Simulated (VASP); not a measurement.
Input of a VASP 6.6.1 run:

INCAR

```
SYSTEM = Ge
PREC = Accurate
ENCUT = 600
EDIFF = 1E-7
ISMEAR = 0
SIGMA = 0.03
LREAL = .FALSE.
LASPH = .TRUE.
NELM = 80
ALGO = Normal
ISIF = 3
LWAVE = .FALSE.
LCHARG = .FALSE.
GGA = PE
IBRION = 2
NSW = 90
EDIFFG = -0.005
```

KPOINTS

```
Automatic mesh
0
G
  10 10 10
  0 0 0
```

File POSCAR:

```
Ge                                      
1.0
    0.0000000000      2.8781224751      2.8781224751
    2.8781224751     -0.0000000000      2.8781224751
    2.8781224751      2.8781224751     -0.0000000000
  Ge            
     2
Direct
     0.0000000000000000    0.0000000000000000    0.0000000000000000
     0.2500000000000000    0.2500000000000000    0.2500000000000000
```

Potentials or basis: VASP PAW PBE potentials, release 64 (Ge_d).

Command:

```console
$ cat potpaw_PBE.64/Ge_d/POTCAR > POTCAR
$ mpirun -np 1 vasp_std > vasp.out
```

Problem. What does it give for the space group after relaxing (to 0.05 Å)?

Solution. Fd-3m (No. 227).

Problem. What does it give for the relaxed volume?

Solution. 23.90 Å³/atom.

Final structure:
```
Ge
1.0
     0.00000    2.88050    2.88050
     2.88050    0.00000    2.88050
     2.88050    2.88050    0.00000
Ge
2
Direct
  0.00000 0.00000 0.00000
  0.25000 0.25000 0.25000
```
